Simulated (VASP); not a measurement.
## Zn in VASP: the effect of functional

Zn, a slab with vacuum:

```
Zn
1.0
     2.61697    0.00000    0.00000
    -1.30849    2.26817    0.00000
     0.00000    0.00000   27.15879
Zn
6
Direct
  0.33935 0.67871 0.27615
  0.01153 0.02306 0.36513
  0.35088 0.70176 0.45504
  0.69023 0.38047 0.54496
  0.36241 0.72482 0.63393
  0.70176 0.40352 0.72385
```

Alike in all runs:

* Program: VASP 6.6.1
* Task: work function
* Cutoff: 520 eV
* k mesh: 9 × 9 × 1
* Occupations: fermi-dirac, width 0.05 eV
* Spin: no spin polarisation

```tsv
functional	potentials or basis	largest force (eV/Å)	work function (eV)
LDA	VASP PAW LDA potentials, release 64 (Zn)	0.06	4.33
PBEsol	VASP PAW PBE potentials, release 64 (Zn)	0.11	4.18
RPBE	VASP PAW PBE potentials, release 64 (Zn)	?	?
revPBE	VASP PAW PBE potentials, release 64 (Zn)	0.37	3.93
PW91	VASP PAW PBE potentials, release 64 (Zn)	0.31	4.07
```

Problem. What does the run with functional RPBE give?

Solution. Largest force 0.40 eV/Å; work function 3.91 eV.

Caveats: the PAW data sets were made with another functional, which shifts forces and pressure a little (some runs).

Runs at the PBE level aren't shown here.
